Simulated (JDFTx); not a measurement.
# Br (I4/mmm) in JDFTx: equation of state

Aim: energy against volume of Br in PBE, for its equilibrium volume and stiffness.

All numbers are computed with JDFTx 1.7.0 (patched build); they aren't measurements. Logs are shortened: lines on timing, memory, paths and dates and some standing lists are left out, and cuts for length are marked. The log counts tension as positive stress, the text compression.

## Step 1: Starting point

The structure is tetragonal, space group I4/mmm (No. 139). The conventional cell has a = 2.847 Å, b = 2.847 Å, c = 7.155 Å, α = 90.00°, β = 90.00°, γ = 90.00°. Br (site symmetry 4/mmm) is surrounded by 4 Br at 2.85 Å.

## Step 2: Equation of state, PBE, 27.26 Å³/atom (volume scaled by 0.94)

Br.in reads:

```
lattice \
   -2.6350959024     2.6350959024     2.6350959024 \
    2.6350959024    -2.6350959024     2.6350959024 \
    6.6225193510     6.6225193510    -6.6225193510
coords-type Lattice
ion Br     0.0000000000     0.0000000000     0.0000000000 1

ion-species pseudo/Br.upf
elec-cutoff 23
elec-ex-corr gga-PBE
kpoint-folding 13 13 13
elec-smearing Fermi 0.0018374661
elec-n-bands 9
electronic-SCF nIterations 100 energyDiffThreshold 1e-08
electronic-minimize nIterations 30 energyDiffThreshold 1e-7
forces-output-coords Cartesian

dump-name run.$VAR
dump End Ecomponents EigStats BandEigs Kpoints Forces Stress
```

Potentials or basis: PseudoDojo-SR-PBE-0.5-standard.

On the command line:

```sh
$ jdftx -c 1 -i Br.in -o Br.out
```

The program printed:

```text
*************** JDFTx 1.7.0 (patched build) ***************

Input parsed successfully to the following command list (including defaults):
[... the input with its defaults ...]

---------- Setting up symmetries ----------

Non-trivial transmission matrix:
[   1   0   0  ]
[   0   1   0  ]
[   1   1   1  ]
with reduced lattice vectors:
[      0.000000      5.270192      2.635096  ]
[      5.270192      0.000000      2.635096  ]
[      0.000000      0.000000     -6.622519  ]

Found 16 point-group symmetries of the bravais lattice
Found 16 space-group symmetries with basis
Applied RMS atom displacement 0 bohrs to make symmetries exact.

---------- Initializing the Grid ----------
R =
[      -2.6351       2.6351       2.6351  ]
[       2.6351      -2.6351       2.6351  ]
[      6.62252      6.62252     -6.62252  ]
unit cell volume = 183.94
G =
[ 1.04808e-18    1.19221    0.47438  ]
[    1.19221 1.04808e-18    0.47438  ]
[    1.19221    1.19221 -1.27262e-17  ]
Minimum fftbox size, Smin = [  36  36  36  ]
Chosen fftbox size, S = [  36  36  36  ]

---------- Exchange Correlation functional ----------
Initalized PBE GGA exchange.
Initalized PBE GGA correlation.

---------- Setting up pseudopotentials ----------
Width of ionic core gaussian charges (only for fluid interactions / plotting) set to 0

Reading pseudopotential file 'pseudo/Br.upf':
  'Br' pseudopotential, 'PBE' functional
  Generated using ONCVPSP code by D. R. Hamann
  7 valence electrons, 2 orbitals, 6 projectors, 1001 radial grid points, with lMax = 2
    4S    l: 0   occupation:  2.0   eigenvalue: -0.739928
    4P    l: 1   occupation:  5.0   eigenvalue: -0.288839
  Core radius for overlap checks: 1.88 bohrs.

Initialized 1 species with 1 total atoms.

Folded 1 k-points by 13x13x13 to 2197 k-points.

---------- Setting up k-points, bands, fillings ----------
Reduced to 196 k-points under symmetry.
Computing the number of bands and number of electrons
Calculating initial fillings.
nElectrons:   7.000000   nBands: 9   nStates: 196

----- Setting up reduced wavefunction bases (one per k-point) -----
average nbasis = 969.235 , ideal nbasis = 969.085

---------- Setting up ewald sum ----------
Optimum gaussian width for ewald sums = 2.325295 bohr.
Real space sum over 2535 unit cells with max indices [  6  6  7  ]
Reciprocal space sum over 2197 terms with max indices [  6  6  6  ]

---------- Allocating electronic variables ----------
Initializing wave functions:  linear combination of atomic orbitals
Note: number of bands (9) exceeds available atomic orbitals (4)
Br pseudo-atom occupations:   s ( 2 )  p ( 5 )
	FillingsUpdate:  mu: +0.167675813  nElectrons: 7.000000
LCAOMinimize: Iter:   0  F: -13.5102179733763084  |grad|_K:  1.485e-04  alpha:  1.000e+00
	FillingsUpdate:  mu: +0.168912995  nElectrons: 7.000000
LCAOMinimize: Iter:   1  F: -13.5103809054094217  |grad|_K:  8.049e-06  alpha:  9.320e-01  linmin: -5.626e-02  cgtest:  2.100e-01
LCAOMinimize: Encountered beta<0, resetting CG.
	FillingsUpdate:  mu: +0.168794982  nElectrons: 7.000000
LCAOMinimize: Iter:   2  F: -13.5103813330080129  |grad|_K:  6.465e-07  alpha:  8.314e-01  linmin:  1.248e-03  cgtest: -2.044e-03
	FillingsUpdate:  mu: +0.168802494  nElectrons: 7.000000
LCAOMinimize: Iter:   3  F: -13.5103813361101466  |grad|_K:  2.241e-08  alpha:  9.352e-01  linmin: -1.394e-03  cgtest:  1.127e-02
LCAOMinimize: Converged (|Delta F|<1.000000e-06 for 2 iters).

-------- Electronic minimization -----------
Will mix electronic density at each iteration.
	FillingsUpdate:  mu: +0.168802494  nElectrons: 7.000000
	FillingsUpdate:  mu: +0.163930153  nElectrons: 7.000000
SCF: Cycle:  0   F: -13.525225481372004   dF: -1.484e-02   |Residual|: 2.109e-02   |deigs|: 2.763e-01
	FillingsUpdate:  mu: +0.164599220  nElectrons: 7.000000
SCF: Cycle:  1   F: -13.525420830059975   dF: -1.953e-04   |Residual|: 1.146e-02   |deigs|: 6.698e-03
	FillingsUpdate:  mu: +0.166225635  nElectrons: 7.000000
SCF: Cycle:  2   F: -13.525471361595530   dF: -5.053e-05   |Residual|: 1.950e-03   |deigs|: 2.201e-03
	FillingsUpdate:  mu: +0.166591491  nElectrons: 7.000000
SCF: Cycle:  3   F: -13.525472509191461   dF: -1.148e-06   |Residual|: 8.240e-04   |deigs|: 5.294e-04
	FillingsUpdate:  mu: +0.166902466  nElectrons: 7.000000
SCF: Cycle:  4   F: -13.525472836261926   dF: -3.271e-07   |Residual|: 2.005e-04   |deigs|: 3.652e-04
	FillingsUpdate:  mu: +0.166901968  nElectrons: 7.000000
SCF: Cycle:  5   F: -13.525472866229407   dF: -2.997e-08   |Residual|: 7.323e-05   |deigs|: 1.888e-04
	FillingsUpdate:  mu: +0.166917198  nElectrons: 7.000000
SCF: Cycle:  6   F: -13.525472872240051   dF: -6.011e-09   |Residual|: 1.525e-05   |deigs|: 1.725e-04
	FillingsUpdate:  mu: +0.166923984  nElectrons: 7.000000
SCF: Cycle:  7   F: -13.525472873244949   dF: -1.005e-09   |Residual|: 5.172e-06   |deigs|: 1.619e-04
SCF: Converged (|Delta E|<1.000000e-08 for 2 iters).

Setting wave functions to eigenvectors of Hamiltonian

# Stress tensor in Cartesian coordinates [Eh/a0^3]:
[ -0.000174281            0            0  ]
[            0 -0.000174281            0  ]
[            0            0 -7.58339e-05  ]

# Ionic positions in lattice coordinates:
ion Br   0.000000000000000   0.000000000000000   0.000000000000000 1

# Forces in Cartesian coordinates:
force Br   0.000000000000000   0.000000000000000   0.000000000000000 1

# Energy components:
   Eewald =      -12.0275984761741874
       EH =        1.6705494025703911
     Eloc =       -6.7440990318208103
      Enl =        2.1757815713982902
      Exc =       -5.1564558445870636
 Exc_core =        2.1993476217984527
       KE =        4.3571642145428706
-------------------------------------
     Etot =      -13.5253105422720594
       TS =        0.0001623309728889
-------------------------------------
        F =      -13.5254728732449490

IonicMinimize: Iter:   0  F: -13.525472873244949  |grad|_K:  0.000e+00
IonicMinimize: Converged (|grad|_K<1.000000e-04).

#--- Lowdin population analysis ---
# oxidation-state Br +0.029

Dumping 'run.eigStats' ...
	eMin: -0.449773 at state 0 ( [ +0.000000 +0.000000 +0.000000 ] spin 0 )
	HOMO: +0.163976 at state 106 ( [ +0.076923 -0.153846 +0.307692 ] spin 0 )
	mu  : +0.166924
	LUMO: +0.168289 at state 147 ( [ +0.153846 -0.230769 +0.384615 ] spin 0 )
	eMax: +0.892791 at state 4 ( [ +0.000000 +0.000000 +0.307692 ] spin 0 )
	HOMO-LUMO gap: +0.004313
	Optical gap  : +0.060439 at state 72 ( [ +0.076923 +0.307692 -0.230769 ] spin 0 )
Done!
[note: the HOMO, LUMO and gaps printed at the end count levels as full or empty at half filling, so they show a gap where a level is partly filled]
```

It took 87 s on 1 thread of Arm Neoverse V1, shared host; peak memory 0.11 GiB.

What came out:

- Free energy: -368.0469 eV
- Pressure: 4.2 GPa
- Band gap on the k mesh: none (metal or under the smearing width)

Caveat: an odd number of electrons without spin polarisation forces a metal; a magnetic or distorted state may lie lower.

## Step 3: Equation of state, PBE, 27.84 Å³/atom (volume scaled by 0.96)

Br.in reads:

```
lattice \
   -2.6536535271     2.6536535271     2.6536535271 \
    2.6536535271    -2.6536535271     2.6536535271 \
    6.6691583479     6.6691583479    -6.6691583479
coords-type Lattice
ion Br     0.0000000000     0.0000000000     0.0000000000 1

ion-species pseudo/Br.upf
elec-cutoff 23
elec-ex-corr gga-PBE
kpoint-folding 13 13 13
elec-smearing Fermi 0.0018374661
elec-n-bands 9
electronic-SCF nIterations 100 energyDiffThreshold 1e-08
electronic-minimize nIterations 30 energyDiffThreshold 1e-7
forces-output-coords Cartesian

dump-name run.$VAR
dump End Ecomponents EigStats BandEigs Kpoints Forces Stress ElecDensity Dtot KEdensity
```

Potentials or basis: PseudoDojo-SR-PBE-0.5-standard.

On the command line:

```sh
$ jdftx -c 1 -i Br.in -o Br.out
```

It took 90 s on 1 thread of Arm Neoverse V1, shared host; peak memory 0.12 GiB.

It converged, with:

* Free energy: -368.0601 eV
* Pressure: 3.1 GPa
* Band gap on the k mesh: none (metal or under the smearing width)

Caveat: an odd number of electrons without spin polarisation forces a metal; a magnetic or distorted state may lie lower.

## Step 4: Equation of state, PBE, 28.42 Å³/atom (volume scaled by 0.98)

Changes to Br.in since step 3:

```diff
@@ -1,5 +1,5 @@
 lattice \
-   -2.6536535271     2.6536535271     2.6536535271 \
-    2.6536535271    -2.6536535271     2.6536535271 \
-    6.6691583479     6.6691583479    -6.6691583479
+   -2.6719551643     2.6719551643     2.6719551643 \
+    2.6719551643    -2.6719551643     2.6719551643 \
+    6.7151539968     6.7151539968    -6.7151539968
 coords-type Lattice
```

Potentials or basis: PseudoDojo-SR-PBE-0.5-standard.

On the command line:

```sh
$ jdftx -c 1 -i Br.in -o Br.out
```

The program printed:

```text
*************** JDFTx 1.7.0 (patched build) ***************

Input parsed successfully to the following command list (including defaults):
[... the input with its defaults ...]

---------- Setting up symmetries ----------

Non-trivial transmission matrix:
[   1   0   0  ]
[   0   1   0  ]
[   1   1   1  ]
with reduced lattice vectors:
[      0.000000      5.343910      2.671955  ]
[      5.343910      0.000000      2.671955  ]
[      0.000000      0.000000     -6.715154  ]

Found 16 point-group symmetries of the bravais lattice
Found 16 space-group symmetries with basis
Applied RMS atom displacement 0 bohrs to make symmetries exact.

---------- Initializing the Grid ----------
R =
[     -2.67196      2.67196      2.67196  ]
[      2.67196     -2.67196      2.67196  ]
[      6.71515      6.71515     -6.71515  ]
unit cell volume = 191.767
G =
[ 2.32315e-17    1.17577   0.467836  ]
[    1.17577 2.32315e-17   0.467836  ]
[    1.17577    1.17577 7.74435e-18  ]
Minimum fftbox size, Smin = [  36  36  36  ]
Chosen fftbox size, S = [  36  36  36  ]

---------- Exchange Correlation functional ----------
Initalized PBE GGA exchange.
Initalized PBE GGA correlation.

---------- Setting up pseudopotentials ----------
Width of ionic core gaussian charges (only for fluid interactions / plotting) set to 0

Reading pseudopotential file 'pseudo/Br.upf':
  'Br' pseudopotential, 'PBE' functional
  Generated using ONCVPSP code by D. R. Hamann
  7 valence electrons, 2 orbitals, 6 projectors, 1001 radial grid points, with lMax = 2
    4S    l: 0   occupation:  2.0   eigenvalue: -0.739928
    4P    l: 1   occupation:  5.0   eigenvalue: -0.288839
  Core radius for overlap checks: 1.88 bohrs.

Initialized 1 species with 1 total atoms.

Folded 1 k-points by 13x13x13 to 2197 k-points.

---------- Setting up k-points, bands, fillings ----------
Reduced to 196 k-points under symmetry.
Computing the number of bands and number of electrons
Calculating initial fillings.
nElectrons:   7.000000   nBands: 9   nStates: 196

----- Setting up reduced wavefunction bases (one per k-point) -----
average nbasis = 1010.322 , ideal nbasis = 1010.323

---------- Setting up ewald sum ----------
Optimum gaussian width for ewald sums = 2.357821 bohr.
Real space sum over 2535 unit cells with max indices [  6  6  7  ]
Reciprocal space sum over 2197 terms with max indices [  6  6  6  ]

---------- Allocating electronic variables ----------
Initializing wave functions:  linear combination of atomic orbitals
Note: number of bands (9) exceeds available atomic orbitals (4)
Br pseudo-atom occupations:   s ( 2 )  p ( 5 )
	FillingsUpdate:  mu: +0.145676264  nElectrons: 7.000000
LCAOMinimize: Iter:   0  F: -13.5124323198151455  |grad|_K:  1.464e-04  alpha:  1.000e+00
	FillingsUpdate:  mu: +0.146967867  nElectrons: 7.000000
LCAOMinimize: Iter:   1  F: -13.5125903639042058  |grad|_K:  8.346e-06  alpha:  9.311e-01  linmin: -5.314e-02  cgtest:  2.053e-01
LCAOMinimize: Encountered beta<0, resetting CG.
	FillingsUpdate:  mu: +0.146847557  nElectrons: 7.000000
LCAOMinimize: Iter:   2  F: -13.5125908261533354  |grad|_K:  6.754e-07  alpha:  8.360e-01  linmin:  1.356e-03  cgtest: -2.235e-03
	FillingsUpdate:  mu: +0.146855596  nElectrons: 7.000000
LCAOMinimize: Iter:   3  F: -13.5125908295362933  |grad|_K:  2.319e-08  alpha:  9.343e-01  linmin: -9.884e-04  cgtest:  1.012e-02
LCAOMinimize: Converged (|Delta F|<1.000000e-06 for 2 iters).

-------- Electronic minimization -----------
Will mix electronic density at each iteration.
	FillingsUpdate:  mu: +0.146855596  nElectrons: 7.000000
	FillingsUpdate:  mu: +0.142528734  nElectrons: 7.000000
SCF: Cycle:  0   F: -13.526084432607444   dF: -1.349e-02   |Residual|: 1.996e-02   |deigs|: 2.634e-01
	FillingsUpdate:  mu: +0.143152752  nElectrons: 7.000000
SCF: Cycle:  1   F: -13.526262924728925   dF: -1.785e-04   |Residual|: 1.089e-02   |deigs|: 6.791e-03
	FillingsUpdate:  mu: +0.144707978  nElectrons: 7.000000
SCF: Cycle:  2   F: -13.526309240636314   dF: -4.632e-05   |Residual|: 1.894e-03   |deigs|: 2.103e-03
	FillingsUpdate:  mu: +0.145052296  nElectrons: 7.000000
SCF: Cycle:  3   F: -13.526310313861124   dF: -1.073e-06   |Residual|: 8.252e-04   |deigs|: 5.266e-04
	FillingsUpdate:  mu: +0.145371122  nElectrons: 7.000000
SCF: Cycle:  4   F: -13.526310651346398   dF: -3.375e-07   |Residual|: 2.012e-04   |deigs|: 3.749e-04
	FillingsUpdate:  mu: +0.145371744  nElectrons: 7.000000
SCF: Cycle:  5   F: -13.526310681854779   dF: -3.051e-08   |Residual|: 7.980e-05   |deigs|: 2.013e-04
	FillingsUpdate:  mu: +0.145388161  nElectrons: 7.000000
SCF: Cycle:  6   F: -13.526310687977269   dF: -6.122e-09   |Residual|: 1.648e-05   |deigs|: 1.425e-04
	FillingsUpdate:  mu: +0.145395247  nElectrons: 7.000000
SCF: Cycle:  7   F: -13.526310689002232   dF: -1.025e-09   |Residual|: 5.569e-06   |deigs|: 1.819e-04
SCF: Converged (|Delta E|<1.000000e-08 for 2 iters).

Setting wave functions to eigenvectors of Hamiltonian

# Stress tensor in Cartesian coordinates [Eh/a0^3]:
[ -8.03692e-05            0            0  ]
[            0 -8.03692e-05            0  ]
[            0            0 -6.22879e-05  ]

# Ionic positions in lattice coordinates:
ion Br   0.000000000000000   0.000000000000000   0.000000000000000 1

# Forces in Cartesian coordinates:
force Br   0.000000000000000  -0.000000000000000   0.000000000000000 1

# Energy components:
   Eewald =      -11.8616793737397579
       EH =        1.7352626347859026
     Eloc =       -6.9629348518036744
      Enl =        2.1722509805057313
      Exc =       -5.1481638641261451
 Exc_core =        2.1993475105724012
       KE =        4.3397760474180123
-------------------------------------
     Etot =      -13.5261409163875292
       TS =        0.0001697726147034
-------------------------------------
        F =      -13.5263106890022318

IonicMinimize: Iter:   0  F: -13.526310689002232  |grad|_K:  0.000e+00
IonicMinimize: Converged (|grad|_K<1.000000e-04).

#--- Lowdin population analysis ---
# oxidation-state Br +0.026

Dumping 'run.eigStats' ...
	eMin: -0.458734 at state 0 ( [ +0.000000 +0.000000 +0.000000 ] spin 0 )
	HOMO: +0.142607 at state 106 ( [ +0.076923 -0.153846 +0.307692 ] spin 0 )
	mu  : +0.145395
	LUMO: +0.146674 at state 147 ( [ +0.153846 -0.230769 +0.384615 ] spin 0 )
	eMax: +0.857666 at state 4 ( [ +0.000000 +0.000000 +0.307692 ] spin 0 )
	HOMO-LUMO gap: +0.004067
	Optical gap  : +0.056787 at state 72 ( [ +0.076923 +0.307692 -0.230769 ] spin 0 )
Done!
[note: the HOMO, LUMO and gaps printed at the end count levels as full or empty at half filling, so they show a gap where a level is partly filled]
```

Run time: 90 s. Hardware: 1 thread of Arm Neoverse V1, shared host; peak memory 0.12 GiB.

What came out:

* Free energy: -368.0697 eV
* Pressure: 2.2 GPa
* Band gap on the k mesh: none (metal or under the smearing width)

Caveat: an odd number of electrons without spin polarisation forces a metal; a magnetic or distorted state may lie lower.

## Step 5: Equation of state, PBE, 29.00 Å³/atom

Changes to Br.in since step 4:

```diff
@@ -1,5 +1,5 @@
 lattice \
-   -2.6719551643     2.6719551643     2.6719551643 \
-    2.6719551643    -2.6719551643     2.6719551643 \
-    6.7151539968     6.7151539968    -6.7151539968
+   -2.6900094631     2.6900094631     2.6900094631 \
+    2.6900094631    -2.6900094631     2.6900094631 \
+    6.7605280354     6.7605280354    -6.7605280354
 coords-type Lattice
```

On the command line:

```sh
$ jdftx -c 1 -i Br.in -o Br.out
```

Run time: 90 s. Hardware: 1 thread of Arm Neoverse V1, shared host; peak memory 0.12 GiB.

It converged, with:

| Quantity | Value |
| --- | --- |
| Free energy | -368.0761 eV |
| Pressure | 1.4 GPa |
| Band gap on the k mesh | none (metal or under the smearing width) |

Caveat: an odd number of electrons without spin polarisation forces a metal; a magnetic or distorted state may lie lower.

## Step 6: Equation of state, PBE, 29.58 Å³/atom (volume scaled by 1.02)

Changes to Br.in since step 5:

```diff
@@ -1,5 +1,5 @@
 lattice \
-   -2.6900094631     2.6900094631     2.6900094631 \
-    2.6900094631    -2.6900094631     2.6900094631 \
-    6.7605280354     6.7605280354    -6.7605280354
+   -2.7078246145     2.7078246145     2.7078246145 \
+    2.7078246145    -2.7078246145     2.7078246145 \
+    6.8053010491     6.8053010491    -6.8053010491
 coords-type Lattice
```

Potentials or basis: PseudoDojo-SR-PBE-0.5-standard.

On the command line:

```sh
$ jdftx -c 1 -i Br.in -o Br.out
```

It took 90 s on 1 thread of Arm Neoverse V1, shared host; peak memory 0.12 GiB.

It converged, with:

```yaml
Free_energy: -368.0797 eV
Pressure: 0.6 GPa
Band_gap_on_the_k_mesh: none (metal or under the smearing width)
```

Caveat: an odd number of electrons without spin polarisation forces a metal; a magnetic or distorted state may lie lower.

## Step 7: Equation of state, PBE, 30.16 Å³/atom (volume scaled by 1.04)

Changes to Br.in since step 6:

```diff
@@ -1,5 +1,5 @@
 lattice \
-   -2.7078246145     2.7078246145     2.7078246145 \
-    2.7078246145    -2.7078246145     2.7078246145 \
-    6.8053010491     6.8053010491    -6.8053010491
+   -2.7254083840     2.7254083840     2.7254083840 \
+    2.7254083840    -2.7254083840     2.7254083840 \
+    6.8494925538     6.8494925538    -6.8494925538
 coords-type Lattice
```

On the command line:

```sh
$ jdftx -c 1 -i Br.in -o Br.out
```

Wall time 91 s (1 thread of Arm Neoverse V1, shared host); peak memory 0.12 GiB.

Results (log left out):

| Item | Value |
| --- | --- |
| Free energy | -368.0808 eV |
| Pressure | 0.0 GPa |
| Band gap on the k mesh | none (metal or under the smearing width) |

Caveat: an odd number of electrons without spin polarisation forces a metal; a magnetic or distorted state may lie lower.

## Step 8: Equation of state, PBE, 30.74 Å³/atom (volume scaled by 1.06)

Changes to Br.in since step 7:

```diff
@@ -1,5 +1,5 @@
 lattice \
-   -2.7254083840     2.7254083840     2.7254083840 \
-    2.7254083840    -2.7254083840     2.7254083840 \
-    6.8494925538     6.8494925538    -6.8494925538
+   -2.7427681410     2.7427681410     2.7427681410 \
+    2.7427681410    -2.7427681410     2.7427681410 \
+    6.8931210712     6.8931210712    -6.8931210712
 coords-type Lattice
```

On the command line:

```sh
$ jdftx -c 1 -i Br.in -o Br.out
```

Run time: 91 s. Hardware: 1 thread of Arm Neoverse V1, shared host; peak memory 0.12 GiB.

The run converged. Its results:

```yaml
Free_energy: -368.0797 eV
Pressure: -0.6 GPa
Band_gap_on_the_k_mesh: none (metal or under the smearing width)
```

Caveat: an odd number of electrons without spin polarisation forces a metal; a magnetic or distorted state may lie lower.

## Step 9: Equation of state, PBE

Potentials or basis: PseudoDojo-SR-PBE-0.5-standard.

No new run: the results of the series are fitted here.

What came out:

* Equilibrium volume: 30.14 Å³/atom
* Bulk modulus at fixed shape and positions: 32 GPa
* Pressure derivative of the bulk modulus: 5.1

Energy against volume, from the lowest point:
```tsv
volume (Å³/atom)	energy (meV/atom)
27.257	33.97
27.837	20.78
28.417	11.17
28.997	4.73
29.577	1.11
30.157	0.00
30.737	1.12
```

Caveat: the cell was scaled at fixed shape and fractional positions, which overstates the stiffness of a crystal with free parameters, most of all of layers and chains.
